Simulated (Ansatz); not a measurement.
## TaN: moving N off its site

TaN, P-6m2, a = 2.938 Å, c = 2.883 Å (as given, not relaxed at this level: -4.9 GPa). This isn't the usual stable structure of the compound. Ansatz: PBEsol, PAW, 420 eV, Γ-centred 18×18×16 mesh on 2 atoms, Gaussian smearing 0.15 eV; no spin polarisation.

```yaml
crystal:
  lattice:
    - [2.93800, 0.00000, 0.00000]
    - [-1.46900, 2.54438, 0.00000]
    - [0.00000, 0.00000, 2.88300]
  atoms:
    - { symbol: Ta, position: [0.33333, 0.66667, 0.50000] }
    - { symbol: N, position: [0.00000, 0.00000, 0.00000] }
```

Atom 2 (N) moves by x along the unit vector (0.000, 0.000, 1.000), with its periodic images; all else is held. y is the free energy of the cell over the start, F the force along the path summed over the moved atoms. Symmetry makes y even in x.

| x (Å) | y (meV) | F (eV/Å) |
| --- | --- | --- |
| -0.3000 | 673.3 | 4.72 |
| -0.1500 | 159.5 | 2.18 |
| 0.0000 | 0.0 | 0.00 |
| 0.0375 | 9.7 | -0.52 |
| 0.0750 | 39.1 | -1.05 |
| 0.1125 | 88.7 | -1.60 |
| 0.1875 | 252.5 | -2.78 |
| 0.2250 | 368.6 | -3.41 |
| 0.2625 | ? | ? |

Task: Fit y = c2 x² + c4 x⁴ to the energies of the other rows, give the force constant, and predict energy and force of the missing row.

Result: Least squares on the rows shown. y = 6987.3 x² + 5511.3 x⁴. The force constant is 2 c2 = 14.0 eV/Å², for the cell as given, at -4.9 GPa (for all images moving together, not for a lone atom). The force −dy/dx at the missing row is -4.07 eV/Å (computed -4.06). At x = 0.2625 the fit asked for gives 507.6 meV. The run gave 508.8 meV, so the fit is 1.2 meV too low, a small miss on the scale of the series.

Spin–orbit coupling is left out, which can shift energies with elements as heavy as these.